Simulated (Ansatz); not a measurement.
A run of Ansatz 0.2.0:

input.yaml

```yaml
crystal:
  lattice:
    - [3.897, 0.0, 0.0]
    - [0.0, 3.897, 0.0]
    - [0.0, 0.0, 3.897]
  atoms:
    - { symbol: Pt, position: [0.5, 0.5, 0.0] }
    - { symbol: Pt, position: [0.5, 0.0, 0.5] }
    - { symbol: Pt, position: [0.0, 0.5, 0.5] }
    - { symbol: Ti, position: [0.0, 0.0, 0.0] }
hamiltonian:
  xc: pbesol
  pseudopotentials: { kind: paw }
kpoints:
  mp_grid: { grid: [7, 7, 7] }
  band_path:
    path:
      - [[0.0, 0.0, 0.0], [0.0, 0.5, 0.0], [0.5, 0.5, 0.0], [0.0, 0.0, 0.0], [0.5, 0.5, 0.5], [0.0, 0.5, 0.0]]
      - [[0.5, 0.5, 0.0], [0.5, 0.5, 0.5]]
    npoints: 14
scf:
  occupations: { method: fermi_dirac, width: 0.05 }
  n_extra_bands: 10
output:
  forces: true
  stress: true
  eigenvalues: true
  fatbands: true
```

Potentials or basis: Ansatz PAW.

Command:

```bash
$ ansatz run input.yaml --threads 2 --pin off --max-ram 5632MiB --backend cpu --events-out ev --progress --plain --runs-dir out
```

Hardware: 2 threads of Intel(R) Xeon(R) Processor @ 2.50GHz (Skylake/Cascade Lake), on a shared host.

Problem. How long does it take, and how much memory?

Solution. Wall time 10 s on 2 threads of Intel(R) Xeon(R) Processor @ 2.50GHz (Skylake/Cascade Lake), on a shared host, peak memory 0.41 GiB. Counts: scf iterations 6, plane waves 1189, k points 20, bands 43.
